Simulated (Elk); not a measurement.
An Elk run on CdO with settings drawn from a wide range, so not all are converged; totals and levels move with the basis, and no second program has checked them. These are results of Elk 11.2.3 with local patches, DFT, TB-mBJ exchange potential with LDA correlation, all-electron APW+lo, Dirac cores, scalar-relativistic bands, not measurements. Elk's input is in atomic units.

Command: `OMP_NUM_THREADS=1 elk` The run took about 190 s on 1 thread of a shared machine.

```
tasks
  0
  110
  115
  10
  21

xctype
  100 208 12

rgkmax
  9

gmaxvr
  18

lmaxapw
  7

lmaxo
  5

lmaxi
  3

nrmtscf
  2

nempty
  4

epspot
  1e-06

epsengy
  1e-05

maxscl
  100

swidth
  0.0005

stype
  3

lradstp
  2

mixtype
  1

hmaxvr
  6

nxlo
  1

tforce
  .true.

autolinengy
  .true.

sppath
  './'

avec
  0.00000000000 4.43991152981 4.43991152981
  4.43991152981 0.00000000000 4.43991152981
  4.43991152981 4.43991152981 0.00000000000

atoms
  2
  'Cd.in'
  1
  0.000000000000 0.000000000000 0.000000000000   0.000 0.000 0.000
  'O.in'
  1
  0.500000000000 0.500000000000 0.500000000000   0.000 0.000 0.000

ngridk
  8 8 8

wplot
  120 100 1
  -0.55 0.3

plot1d
  8 30
  0.0000000000 0.0000000000 0.0000000000
  0.5000000000 0.0000000000 0.5000000000
  0.6250000000 0.2500000000 0.6250000000
  0.3750000000 0.3750000000 0.7500000000
  0.0000000000 0.0000000000 0.0000000000
  0.5000000000 0.5000000000 0.5000000000
  0.5000000000 0.2500000000 0.7500000000
  0.5000000000 0.0000000000 0.5000000000
```

Muffin-tin radii in the species files: O 1.59, Cd 2.29 bohr.

The geometry is COD entry 1011003, unchecked; take it as a test cell.

Problem. What does the run give?

Solution. It settled in energy, though the test on the potential was never met; total energy -5507.4203 Ha, charge error 0.0020 e; sphere charges Cd1 45.92, O2 7.24 e; gap 1.53 eV, indirect from L (0.5, 0.5, 0.5) to Γ; 100 SCF iterations.
```
Warning(gndstate): failed to reach self-consistency after 100 loops
```
